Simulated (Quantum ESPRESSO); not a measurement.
Crystal: Ge.

```xyz
2
Lattice="0.0000 2.8289 2.8289 2.8289 0.0000 2.8289 2.8289 2.8289 0.0000" Properties=species:S:1:pos:R:3 pbc="T T T"
Ge    4.2434    4.2434    4.2434
Ge    2.8289    2.8289    2.8289
```

```yaml
Program: Quantum ESPRESSO 7.5
Task: phonons
Functional: PW91
Potentials_or_basis: PseudoDojo 0.4.1 SR PBE standard
Cutoff: 1061 eV
Density_cutoff: 4245 eV
k_mesh: 8 × 8 × 8
Occupations: cold, width 0.2 eV
Spin: no spin polarisation
Mixing_beta: 0.5
Most_SCF_iterations: 120
SCF_threshold: 4e-10 Ry
```

The cell and the atoms were relaxed first, to 23.78 Å³/atom (a = 4.067 Å, b = 4.067 Å, c = 4.067 Å, α = 60.00°, β = 60.00°, γ = 60.00°), and the response was taken there.

**Question.** Where do the zone-centre optical modes lie?

**Answer.** T2g at 262 cm⁻¹ (Raman).

Optical modes at Γ, degenerate ones joined:
```
cm⁻¹  components  symmetry  active in
 262           3       T2g      Raman
```

Caveat: the potentials were made for another functional, which shifts forces and pressure; before the sum rule the acoustic modes lie tens of cm⁻¹ from zero, a sign that the density grid also shifts the optical modes.
